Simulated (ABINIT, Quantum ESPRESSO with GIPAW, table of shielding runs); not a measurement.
# KBr in space group Pm-3m: GIPAW and the converse approach side by side, part 2 of 2

Wanted: shieldings of KBr in space group Pm-3m from two unrelated programs, to see how far they agree.

ABINIT 10.8.3 and Quantum ESPRESSO with GIPAW.

So far: Set-up; GIPAW: ground state; GIPAW: response.

## 4. Converse method: dipole on Br1; PBE, zora 0, 19 Ha, 6×6×6 (shifted)

Level of this step: DFT, PBE, plane-wave PAW (JTH 2.0), scalar-relativistic datasets, non-relativistic dipole terms (zora 0), shielding from the orbital moment that a nuclear dipole induces (ABINIT).

A nuclear dipole of one atomic unit is put on one atom. The ground state with the dipole is followed by the k-derivatives of the wave functions, and the induced orbital moment, with its sign turned, is the shielding tensor applied to the dipole's direction; the site's symmetry gives the rest. The dipole breaks time reversal, so the whole zone is sampled. JTH 2.0 datasets hold the cores' Lamb term.

run.abi reads:

```
ndtset 2
acell 3*1.0 Angstrom
rprim
  4.04349900 0.00000000 0.00000000
  0.00000000 4.04349900 0.00000000
  0.00000000 0.00000000 4.04349900
natom 2
ntypat 2
znucl 35 19
typat 1 2
xred
  0.50000000 0.50000000 0.50000000
  0.00000000 0.00000000 0.00000000
pseudos "Br_PBE_JTH.xml, K_PBE_JTH.xml"
ecut 19
pawecutdg 38
pawovlp -1
kptopt 3
ngkpt 6 6 6
nshiftk 1
shiftk 0.5 0.5 0.5
nband 8
occopt 1
nsym 1
symmorphi 0
istwfk *1
chkprim 0
chksymbreak 0
chksymtnons 0
optforces 0
optstress 0
pawcpxocc 2
usexcnhat 0
paral_atom 0
paral_kgb 0
prtden 0
prteig 0
prtebands 0
prtgsr 0
natnd 1
iatnd 1
atndlist 1 0 0
tolvrs1 1d-11
nstep1 50
rfddk2 1
rfdir2 1 1 1
iscf2 -3
getwfk2 -1
orbmag2 2
tolwfr2 1d-18
nstep2 30
prtwf2 0
```

On the command line:

```
> abinit run.abi > log
```

Numbers of over 12 decimals in the logs are rounded to 6 here.

Output:

```text
DATASET    1 : space group P1 (#  1); Bravais aP (primitive triclinic)
[...]
Values of the parameters that define the memory need for DATASET  1.
     intxc =       0    ionmov =       0      iscf =      17    lmnmax =      13
     lnmax =       5     mgfft =      30  mpssoang =       3    mqgrid =    3001
     natom =       2  nloc_mem =       2    nspden =       1   nspinor =       1
    nsppol =       1      nsym =       1    n1xccc =       1    ntypat =       2
    occopt =       1   xclevel =       2
       mpw =        1791          nfft =       27000          nkpt =         216
 PAW method is used; the additional fine FFT grid is defined by:
   mgfftf=        45    nfftf =     91125
[...]
DATASET    2 : space group P1 (#  1); Bravais aP (primitive triclinic)
[...]
Values of the parameters that define the memory need for DATASET  2 (RF).
     intxc =       0      iscf =      -3    lmnmax =      13     lnmax =       5
     mgfft =      30  mpssoang =       3    mqgrid =    3001     natom =       2
  nloc_mem =       2    nspden =       1   nspinor =       1    nsppol =       1
      nsym =       1    n1xccc =       1    ntypat =       2    occopt =       1
   xclevel =       2
      nfft =       27000          nkpt =         216
[...]
acell      1.8897261259E+00  1.8897261259E+00  1.8897261259E+00 Bohr
              amu      7.99040000E+01  3.90983000E+01
         atndlist      1.0000000000E+00  0.0000000000E+00  0.0000000000E+00
[...]
ecut      1.90000000E+01 Hartree
           getwfk1          0
           getwfk2         -1
            iatnd        1    0
             iscf1         17
             iscf2         -3
              ixc     -101130
           jdtset        1    2
     [kpt list left out]
           kptopt           3
         kptrlatt        6    0    0      0    6    0      0    0    6
[...]
natnd           1
            natom           2
            nband           8
           ndtset           2
            ngfft          30      30      30
          ngfftdg          45      45      45
             nkpt         216
            nstep1         50
            nstep2         30
             nsym           1
           ntypat           2
        nucdipmom      1.0000000000E+00  0.0000000000E+00  0.0000000000E+00
[...]
occ      2.000000  2.000000  2.000000  2.000000  2.000000  2.000000
[...]
optforces           0
        optstress           0
           orbmag1          0
           orbmag2          2
        pawcpxocc           2
        pawecutdg      3.80000000E+01 Hartree
          pawovlp     -1.0000000000E+00
[...]
rfddk1          0
            rfddk2          1
            rprim      4.0434990000E+00  0.0000000000E+00  0.0000000000E+00
[...]
shiftk      5.00000000E-01  5.00000000E-01  5.00000000E-01
          spgroup           1
        symmorphi           0
           tolvrs1     1.00000000E-11
           tolvrs2     0.00000000E+00
           tolwfr1     0.00000000E+00
           tolwfr2     1.00000000E-18
            typat      1  2
        usexcnhat           0
           useylm           1
     [wtk list left out]
[...]
xred      5.0000000000E-01  5.0000000000E-01  5.0000000000E-01
[...]
znucl       35.00000   19.00000
[...]
dimensions: {natom: 2, nkpt: 216, mband: 8, nsppol: 1, nspinor: 1, nspden: 1, mpw: 1791, }
cutoff_energies: {ecut:  19.0, pawecutdg:  38.0, }
electrons: {nelect:   1.60000000E+01, charge:   0.00000000E+00, occopt:   1.00000000E+00, tsmear:   1.00000000E-02, }
[...]
Unit cell volume ucvol=  4.4613739E+02 bohr^3
[...]
Coarse grid specifications (used for wave-functions):
[...]
Fine grid specifications (used for densities):
[...]
6.84131910E+02                                ecore*ucvol(ha*bohr**3)
[...]
solver: {iscf: 17, nstep: 50, nline: 4, wfoptalg: 10, }
tolerances: {tolvrs: 1.00E-11, }
[...]
ETOT  1  -42.188620100361    -4.219E+01 9.672E-02 1.230E+00
 ETOT  2  -42.246376141675    -5.776E-02 1.020E-04 3.825E-01
 ETOT  3  -42.245253147962     1.123E-03 4.291E-06 1.130E-01
 ETOT  4  -42.244955351025     2.978E-04 2.077E-05 1.049E-02
 ETOT  5  -42.244978557209    -2.321E-05 1.172E-05 8.011E-04
 ETOT  6  -42.244992131868    -1.357E-05 1.556E-07 5.292E-04
 ETOT  7  -42.244991736506     3.954E-07 1.572E-08 5.351E-06
 ETOT  8  -42.244991808433    -7.193E-08 1.653E-09 3.707E-06
 ETOT  9  -42.244991813042    -4.609E-09 8.960E-10 5.140E-08
 ETOT 10  -42.244991813425    -3.823E-10 7.120E-12 9.350E-09
 ETOT 11  -42.244991813453    -2.829E-11 2.876E-12 2.423E-09
 ETOT 12  -42.244991813459    -5.826E-12 1.375E-13 4.963E-11
 ETOT 13  -42.244991813460    -1.435E-12 1.458E-14 4.079E-12

 At SCF step   13       nres2   =  4.08E-12 < tolvrs=  1.00E-11 =>converged.
[...]
comment   : Summary of ground state results
[...]
etotal    :  -4.22449918E+01
entropy   :   0.00000000E+00
[...]
f-sum rule ratio=    1.0195365944E+00
 Expectation of eigenvalue derivatives (hartree) for nkpt= 216  k points:
  (in case of degenerate eigenvalues, averaged derivative)
 [levels by k-point left out]

 Nine components of 2nd-order total energy (hartree) are
 1,2,3: 0th-order hamiltonian combined with 1st-order wavefunctions
     kin0=   1.99726859E+01 eigvalue=   2.94285115E+00  local=  -1.54170484E+01  nclr dpl0=  -4.46047795E-08
 4,5,6: 1st-order hamiltonian combined with 1st and 0th-order wfs
     kin1=  -2.20597263E+01  Hartree=   0.00000000E+00     xc=   0.00000000E+00  nclr dpl1=   0.00000000E+00
 7,8,9: eventually, occupation + non-local contributions
    edocc=   0.00000000E+00     enl0=   2.54353110E+00   enl1=   1.80905772E+00
 10: eventually, PAW "on-site" Hxc contribution: epaw1=   0.00000000E+00
 1-10 gives the relaxation energy (to be shifted if some occ is /=2.0)
   erelax=  -1.02086488E+01
 11 Contribution from 1st-order change of wavefunctions overlap
 eovl1 =  -8.33145418E-02
  No Ewald or frozen-wf contrib.: the relaxation energy is the total one
 2DEtotal=   -0.1020864881E+02 Ha. Also 2DEtotal=   -0.277791485877E+03 eV
    (  non-var. 2DEtotal :   -1.0208648812E+01 Ha)
[...]
symkpt : not enough symmetry to change the number of k points.

 Initialisation of the first-order wave-functions :
  ireadwf=   0
[...]
solver: {iscf: -3, nstep: 30, nline: 4, wfoptalg: 10, }
tolerances: {tolwfr: 1.00E-18, }
[...]
At SCF step   11   max residual=  9.99E-19 < tolwfr=  1.00E-18 =>converged.
[...]
----iterations are completed or convergence reached----
[...]
f-sum rule ratio=    1.0195365825E+00
 Expectation of eigenvalue derivatives (hartree) for nkpt= 216  k points:
  (in case of degenerate eigenvalues, averaged derivative)
 [levels by k-point left out]

 Nine components of 2nd-order total energy (hartree) are
 1,2,3: 0th-order hamiltonian combined with 1st-order wavefunctions
     kin0=   1.99727100E+01 eigvalue=   2.94284995E+00  local=  -1.54170662E+01  nclr dpl0=  -1.92535514E-07
 4,5,6: 1st-order hamiltonian combined with 1st and 0th-order wfs
     kin1=  -2.20597260E+01  Hartree=   0.00000000E+00     xc=   0.00000000E+00  nclr dpl1=   2.98139937E-10
 7,8,9: eventually, occupation + non-local contributions
    edocc=   0.00000000E+00     enl0=   2.54353041E+00   enl1=   1.80904921E+00
 10: eventually, PAW "on-site" Hxc contribution: epaw1=   0.00000000E+00
 1-10 gives the relaxation energy (to be shifted if some occ is /=2.0)
   erelax=  -1.02086528E+01
 11 Contribution from 1st-order change of wavefunctions overlap
 eovl1 =  -8.33143971E-02
  No Ewald or frozen-wf contrib.: the relaxation energy is the total one
 2DEtotal=   -0.1020865279E+02 Ha. Also 2DEtotal=   -0.277791594180E+03 eV
    (  non-var. 2DEtotal :   -1.0208652791E+01 Ha)
[...]
symkpt : not enough symmetry to change the number of k points.

 Initialisation of the first-order wave-functions :
  ireadwf=   0
[...]
solver: {iscf: -3, nstep: 30, nline: 4, wfoptalg: 10, }
tolerances: {tolwfr: 1.00E-18, }
[...]
ETOT  2  -10.208483201143     -2.595E-02 2.811E-04 0.000E+00
 ETOT  3  -10.208651311957     -1.681E-04 1.251E-06 0.000E+00
 ETOT  4  -10.208652797492     -1.486E-06 1.904E-08 0.000E+00
 ETOT  5  -10.208652813477     -1.599E-08 1.964E-10 0.000E+00
 ETOT  6  -10.208652813681     -2.038E-10 5.607E-12 0.000E+00
 ETOT  7  -10.208652813684     -3.174E-12 1.250E-13 0.000E+00
 ETOT  8  -10.208652813684     -3.553E-14 3.304E-15 0.000E+00
 ETOT  9  -10.208652813684     -4.796E-14 8.583E-17 0.000E+00
 ETOT 10  -10.208652813684      3.553E-14 2.156E-18 0.000E+00
 ETOT 11  -10.208652813684     -1.599E-14 9.993E-19 0.000E+00

 At SCF step   11   max residual=  9.99E-19 < tolwfr=  1.00E-18 =>converged.
[...]
----iterations are completed or convergence reached----
[...]
f-sum rule ratio=    1.0195365845E+00
 Expectation of eigenvalue derivatives (hartree) for nkpt= 216  k points:
  (in case of degenerate eigenvalues, averaged derivative)
 [levels by k-point left out]

 Nine components of 2nd-order total energy (hartree) are
 1,2,3: 0th-order hamiltonian combined with 1st-order wavefunctions
     kin0=   1.99727101E+01 eigvalue=   2.94284993E+00  local=  -1.54170662E+01  nclr dpl0=  -1.92535510E-07
 4,5,6: 1st-order hamiltonian combined with 1st and 0th-order wfs
     kin1=  -2.20597260E+01  Hartree=   0.00000000E+00     xc=   0.00000000E+00  nclr dpl1=   2.98143939E-10
 7,8,9: eventually, occupation + non-local contributions
    edocc=   0.00000000E+00     enl0=   2.54353042E+00   enl1=   1.80904921E+00
 10: eventually, PAW "on-site" Hxc contribution: epaw1=   0.00000000E+00
 1-10 gives the relaxation energy (to be shifted if some occ is /=2.0)
   erelax=  -1.02086528E+01
 11 Contribution from 1st-order change of wavefunctions overlap
 eovl1 =  -8.33143974E-02
  No Ewald or frozen-wf contrib.: the relaxation energy is the total one
 2DEtotal=   -0.1020865281E+02 Ha. Also 2DEtotal=   -0.277791594764E+03 eV
    (  non-var. 2DEtotal :   -1.0208652813E+01 Ha)
[...]
Orbital magnetic moment computed with DFPT derivative wavefunctions

 Orbital magnetic moment, Cartesian directions :
 -2.55027340E-03  4.33836363E-11 -2.16933145E-10

 Chern vector, Cartesian directions :
 -2.52831399E-07  5.55063214E-14  4.65679100E-13

 Orbital magnetic moment, term-by-term breakdown :
     rho(1) CC :  -3.70760316E-04 -1.69063860E-10 -1.47045960E-11
    rho(1) VV1 :  -1.13833978E-04  4.73305272E-12  8.61208766E-12
    rho(1) VV2 :   1.54483667E-06 -7.74178729E-13 -9.73050738E-15
     rho(0) NL :   1.49318047E-03  4.35737801E-10 -1.00846379E-10
   <L_R> terms :  -4.65050300E-04 -2.27249097E-10 -1.09984376E-10
 <A0.An> terms :   8.05687729E-06 -8.17689916E-17 -1.50680226E-16
    Lamb terms :  -3.10341098E-03  0.00000000E+00  0.00000000E+00
 Chern vector, term-by-term breakdown :
  Ch CC :  -6.65029168E-07  8.05551700E-14  5.21671449E-13
 Ch vv1 :   4.12197768E-07 -2.50488488E-14 -5.59923492E-14
 Ch vv2 :  -2.64697796E-23  2.23849539E-22  3.75527707E-22
[...]
---- first-order wavefunction calculations are completed ----

 respfn : d/dk was computed, but no 2DTE, so no DDB output.

== END DATASET(S) ==

[key lines of the parts left out:]
Total energy DC (eV): -8.73137571823107E+04
```

Wall time 19 min (1 thread of Arm Neoverse V1, shared host); peak memory 0.62 GiB.

Along the dipole the shielding is 2550.3 ppm. The Chern vector, which should vanish, has length 2.5e-07. In mesh series on salts like this, lengths over 2.5e-7 went with errors from several ppm on light ions to many hundreds on heavy ones, so the run counts as not converged.

## 5. Converse method: dipole on Br1; PBE, zora 0, 19 Ha, 4×4×4 (shifted)

Against the first converse run the mesh is changed, to see how fast the orbital moment converges.

run.abi, as its differences from that of step 4:

```diff
@@ -18,3 +18,3 @@
 kptopt 3
-ngkpt 6 6 6
+ngkpt 4 4 4
 nshiftk 1
```

On the command line:

```
> abinit run.abi > log
```

Output:

```text
[... set-up and SCF cycles left out ...]

 Orbital magnetic moment computed with DFPT derivative wavefunctions

 Orbital magnetic moment, Cartesian directions :
 -2.64793329E-03 -1.21445809E-09  5.51025348E-10

 Chern vector, Cartesian directions :
 -2.66693476E-06  4.87858539E-12 -4.29918802E-12

 Orbital magnetic moment, term-by-term breakdown :
     rho(1) CC :  -4.69852456E-04 -9.32129700E-10  7.64215370E-10
    rho(1) VV1 :  -1.12652031E-04 -3.85674116E-12 -8.98572453E-12
    rho(1) VV2 :   1.54637304E-06  2.10491995E-12  2.04998066E-12
     rho(0) NL :   1.49359701E-03 -5.83317706E-11  9.98766683E-11
   <L_R> terms :  -4.65222699E-04 -2.22246077E-10 -3.06131322E-10
 <A0.An> terms :   8.06149751E-06  1.28041273E-15  3.75401844E-16
    Lamb terms :  -3.10341098E-03  0.00000000E+00  0.00000000E+00
 Chern vector, term-by-term breakdown :
  Ch CC :  -3.08290116E-06  4.86086055E-12 -4.37394850E-12
 Ch vv1 :   4.15966402E-07  1.77248446E-14  7.47604827E-14
 Ch vv2 :   0.00000000E+00 -9.66413894E-22 -1.12872974E-21
[...]
---- first-order wavefunction calculations are completed ----

 respfn : d/dk was computed, but no 2DTE, so no DDB output.

== END DATASET(S) ==
```

The job ended after 5.7 min (1 thread; peak memory 0.25 GiB).

Along the dipole the shielding is 2647.9 ppm. The Chern vector, which should vanish, has length 2.7e-06. In mesh series on salts like this, lengths over 2.5e-7 went with errors from several ppm on light ions to many hundreds on heavy ones, so the run counts as not converged.

## 6. Converse method: dipole on Br1; LDA, zora 0, 19 Ha, 4×4×4 (shifted)

Against the PBE run at zora 0 on the same mesh, the functional is changed.

run.abi, as its differences from that of step 5:

```diff
@@ -13,3 +13,3 @@
   0.00000000 0.00000000 0.00000000
-pseudos "Br_PBE_JTH.xml, K_PBE_JTH.xml"
+pseudos "Br_LDA_JTH.xml, K_LDA_JTH.xml"
 ecut 19
```

On the command line:

```
> abinit run.abi > log
```

Output:

```text
[... set-up and SCF cycles left out ...]

 Orbital magnetic moment computed with DFPT derivative wavefunctions

 Orbital magnetic moment, Cartesian directions :
 -2.58943702E-03 -8.10618343E-10  1.02477472E-09

 Chern vector, Cartesian directions :
 -3.96084902E-06  8.20331360E-12  2.22844266E-12

 Orbital magnetic moment, term-by-term breakdown :
     rho(1) CC :  -4.52082792E-04 -4.42079339E-10 -4.51394180E-10
    rho(1) VV1 :  -1.11595545E-04 -3.66779770E-11  2.71968674E-11
    rho(1) VV2 :   1.51865160E-06 -3.65809832E-13  2.08125156E-12
     rho(0) NL :   1.52729317E-03 -8.87163890E-11  7.35793613E-10
   <L_R> terms :  -4.61714894E-04 -2.42779094E-10  7.11096378E-10
 <A0.An> terms :   7.78110000E-06  2.66636207E-16  7.91964084E-16
    Lamb terms :  -3.10063671E-03  0.00000000E+00  0.00000000E+00
 Chern vector, term-by-term breakdown :
  Ch CC :  -4.39086920E-06  8.03107005E-12  2.36318453E-12
 Ch vv1 :   4.30020182E-07  1.72243548E-13 -1.34741872E-13
 Ch vv2 :   0.00000000E+00  4.93547052E-22  4.50906051E-22
[...]
---- first-order wavefunction calculations are completed ----

 respfn : d/dk was computed, but no 2DTE, so no DDB output.

== END DATASET(S) ==
```

It took 5.5 min on 1 thread; peak memory 0.24 GiB.

Along the dipole the shielding is 2589.4 ppm. The Chern vector, which should vanish, has length 4.0e-06. In mesh series on salts like this, lengths over 2.5e-7 went with errors from several ppm on light ions to many hundreds on heavy ones, so the run counts as not converged.

## 7. Cost against result

The runs with the dipole on the other atom differ from those above in iatnd alone.

| level | dipole on | shielding along it (ppm) | Chern vector |
| --- | --- | --- | --- |
| PBE, zora 0, 19 Ha, 6×6×6 (shifted) | Br1 | 2550.3 | 2.5e-07 |
| PBE, zora 0, 19 Ha, 6×6×6 (shifted) | K2 | 1176.9 | 5.3e-09 |
| PBE, zora 0, 19 Ha, 4×4×4 (shifted) | Br1 | 2647.9 | 2.7e-06 |
| PBE, zora 0, 19 Ha, 4×4×4 (shifted) | K2 | 1177.4 | 4.1e-08 |
| LDA, zora 0, 19 Ha, 4×4×4 (shifted) | Br1 | 2589.4 | 4.0e-06 |
| LDA, zora 0, 19 Ha, 4×4×4 (shifted) | K2 | 1154.6 | 6.9e-08 |

Isotropic shieldings in ppm, all without the macroscopic shape term. Core time is summed over the runs of a row, on shared hosts.

| method | functional | relativity | cutoff | mesh | core time | σ Br1 | σ K2 |
| --- | --- | --- | --- | --- | --- | --- | --- |
| GIPAW | PBE | scalar | 65 Ry | 6×6×6 | 7.4 min | 2531.6 | 1179.2 |
| converse (too coarse for a site) | PBE | zora 0 | 19 Ha | 6×6×6, shifted | 38 min | 2550.3 | 1176.9 |
| converse (too coarse for a site) | PBE | zora 0 | 19 Ha | 4×4×4, shifted | 11 min | 2647.9 | 1177.4 |
| converse (too coarse for a site) | LDA | zora 0 | 19 Ha | 4×4×4, shifted | 11 min | 2589.4 | 1154.6 |

## 8. Summary of results

| Property | Result |
| --- | --- |
| σ_iso of 81Br (Br1), GIPAW | 2531.6 ppm |
| σ_iso of 81Br (Br1), converse, zora 0, not converged | 2550.3 ppm |
| σ_iso of 39K (K2), GIPAW | 1179.2 ppm |
| σ_iso of 39K (K2), converse, zora 0 | 1176.9 ppm |

What this shows: On the finest mesh the Chern vector is over 2.5e-7 for the dipole on Br1, so the converse value there is not converged with mesh or cutoff. The converse values lie +18.7 ppm (Br1) and -2.3 ppm (K2) from GIPAW's. The two sets of PAW files freeze different cores on Br1 (2721 against 3103 ppm), so valence and core share the total differently. GIPAW's own mesh and cutoff were not varied. From mesh 4×4×4, shifted to 6×6×6, shifted the converse values move by -97.7 ppm (Br1) and -0.5 ppm (K2). LDA in place of PBE moves Br1 by -58.5 ppm and K2 by -22.8 ppm. The mesh is too coarse for a site at least, so part of that may be mesh error. GIPAW's log warns of levels that differ between two diagonalisations, on empty bands alone, which the response doesn't use. pw.x replaced augmentation functions and says that this moves results, a possible part of the difference between the programs. This build of gipaw.x prints that it isn't audited and that its numbers are no references by themselves. Atoms are fixed at the given structure, with no thermal motion. The shape term of a sphere, left out, would add about 9 ppm to every shielding, by GIPAW's valence susceptibility. The CsCl type is a high-pressure form for this salt, here at the volume of its database entry.

[Banner, clock, file and dataset-listing lines were taken out of the logs.]

[Logs are printed without paths, hosts, clocks, repeated set-up lines and the standing remarks that a program may print on its own settings, such as how far it seeks lower states.]

[Hosts, paths, dates, database ids (printed as entryN), source tags and the programs' standing remarks are cut or masked in the printed files.]
